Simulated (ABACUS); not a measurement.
Wanted: the native input for an ABACUS 3.10.1 run.

* Task: band structure
* Functional: SOGGA
* Potentials or basis: Ansatz NC PBE
* Cutoff: 1102 eV
* Density cutoff: 4408 eV
* Basis: plane waves
* Occupations: fermi-dirac, width 0.05 eV
* Spin: no spin polarisation
* Radial cutoff of the potentials (pseudo_rcut): 10 bohr
* Threshold of the eigensolver: 1e-07 Ry
* Density: read from an earlier self-consistent run
* Path: G-H-N-G-P-H, P-N
* Points for each segment of the path: 10
* SCF threshold on the density: 1e-08
* Max SCF steps: 100
* Eigensolver: dav
* Mixing: broyden
* Mixing share: 0.7
* Symmetry key: -1

Crystal: Mo.

```
Mo
1.0
    -1.58381    1.58381    1.58381
     1.58381   -1.58381    1.58381
     1.58381    1.58381   -1.58381
Mo
1
Direct
  0.00000 0.00000 0.00000
```

These files were run (other wordings do the same):

INPUT

```
INPUT_PARAMETERS
suffix              Mo
calculation         nscf
basis_type          pw
pseudo_dir          ./
symmetry            -1
dft_functional      GGA_X_SOGGA+GGA_C_PBE
ecutwfc             81.0
pseudo_rcut         10
nspin               1
nbands              17
ks_solver           dav
smearing_method     fd
smearing_sigma      0.00367493
scf_thr             1e-08
scf_nmax            100
mixing_type         broyden
mixing_beta         0.7
init_chg            file
pw_diag_thr         1e-07
out_band            1
kpar                4
```

STRU

```
ATOMIC_SPECIES
Mo 95.9500 Mo.upf

LATTICE_CONSTANT
1.8897261246

LATTICE_VECTORS
-1.5838089719 1.5838089719 1.5838089719
1.5838089719 -1.5838089719 1.5838089719
1.5838089719 1.5838089719 -1.5838089719

ATOMIC_POSITIONS
Direct

Mo
0.0
1
0.0000000000 0.0000000000 0.0000000000 1 1 1
```

KPT

```
K_POINTS
8
Line
0.00000000 0.00000000 0.00000000 10 // G
0.50000000 -0.50000000 0.50000000 10 // H
0.00000000 0.00000000 0.50000000 10 // N
0.00000000 0.00000000 0.00000000 10 // G
0.25000000 0.25000000 0.25000000 10 // P
0.50000000 -0.50000000 0.50000000 1 // H
0.25000000 0.25000000 0.25000000 10 // P
0.00000000 0.00000000 0.50000000 1 // N
```

Potentials or basis: Ansatz NC PBE, plane waves.

The run is started by

```bash
$ OMP_NUM_THREADS=1 mpirun -np 4 abacus > log
```

Run time: 1.4 s on 4 MPI ranks on AMD EPYC 9R45 96-Core Processor (Zen 5) (shared host), peak memory 0.36 GiB a rank.
